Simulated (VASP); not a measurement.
A run of VASP 6.6.1:

INCAR

```
SYSTEM = TaS2
PREC     = Accurate       ! precision mode
ENCUT    = 600            ! plane-wave cutoff, eV
EDIFF    = 1E-6           ! SCF threshold, eV
ISMEAR   = 1              ! smearing method
SIGMA    = 0.1            ! smearing width, eV
LREAL    = .False.        ! projectors in reciprocal space
LASPH    = .True.         ! aspherical terms in the spheres
NELM     = 80             ! most SCF steps
ALGO     = Normal         ! electronic algorithm
ISIF     = 3              ! what is computed and relaxed
LWAVE    = .False.        ! write WAVECAR
LCHARG   = .False.        ! write CHGCAR
GGA      = PE             ! functional
IBRION   = 2              ! ionic algorithm
NSW      = 90             ! ionic steps
EDIFFG   = -0.01          ! ionic threshold
```

KPOINTS

```
regular mesh
0
Gamma
  15 15 6
  0 0 0
```

POSCAR

```
TaS2
1.0
    3.3500000000      0.0000000000      0.0000000000
   -1.6750000000      2.9011851027      0.0000000000
    0.0000000000      0.0000000000      5.8600000000
Ta S
1 2
Direct
    0.0000000000      0.0000000000      0.0000000000
    0.3333333333      0.6666666667      0.2500000000
    0.6666666667      0.3333333333      0.7500000000
```

Potentials or basis: VASP PAW PBE potentials, release 64 (Ta_pv, S).

Launch:

```console
$ cat potpaw_PBE.64/Ta_pv/POTCAR potpaw_PBE.64/S/POTCAR > POTCAR
$ mpirun -np 1 vasp_std > vasp.out
```

Hardware: 1 thread of Intel(R) Xeon(R) 6975P-C (Granite Rapids), with other jobs on the host.

Task: How long does it take, and how much memory?

Result: It took 14 min on 1 thread of Intel(R) Xeon(R) 6975P-C (Granite Rapids), on a shared host, peak memory 0.33 GiB. Counts: scf iterations 225, k points 146, ion steps 34.
